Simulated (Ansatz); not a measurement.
A run of Ansatz 0.2.0 is set up as follows.

The input input.yaml:

```yaml
crystal:
  lattice:
    - [0.0, 1.95, 1.95]
    - [1.95, 0.0, 1.95]
    - [1.95, 1.95, 0.0]
  atoms:
    - { symbol: Tc, position: [0.0, 0.0, 0.0] }
hamiltonian:
  xc: rpbe
  pseudopotentials: { kind: nc_fr }
  hubbard: { sites: [{ species: Tc, l: d, u_eff: 2.0 }], double_counting: fll }
magnetization:
  noncollinear: true
  spin_orbit: true
kpoints:
  mp_grid: { grid: [12, 12, 12] }
  band_path:
    path:
      - [[0.0, 0.0, 0.0], [0.5, 0.0, 0.5], [0.5, 0.25, 0.75], [0.375, 0.375, 0.75], [0.0, 0.0, 0.0], [0.5, 0.5, 0.5], [0.625, 0.25, 0.625], [0.5, 0.25, 0.75], [0.5, 0.5, 0.5], [0.375, 0.375, 0.75]]
      - [[0.625, 0.25, 0.625], [0.5, 0.0, 0.5]]
    npoints: 14
scf:
  occupations: { method: methfessel_paxton, width: 0.01 }
  n_extra_bands: 6
  initial_density: { chi_scale: 0.0 }
output:
  forces: true
  stress: true
  eigenvalues: true
  fatbands: false
```

Potentials or basis: PseudoDojo standard (PBE files).

The run is started by

```console
$ ansatz run input.yaml --threads 1 --pin off --max-ram 2560MiB --backend cpu --events-out ev --progress --plain --runs-dir out
```

(1) Predict the band gap on the k mesh.

(2) Estimate the pressure.

Results:

(1) none (metal or under the smearing width).

(2) -2.8 GPa.

Caveat: the potentials were made for another functional, which shifts forces and pressure; U without spin polarisation on a metal has little footing; the U is typed as a test and isn't derived for this compound.
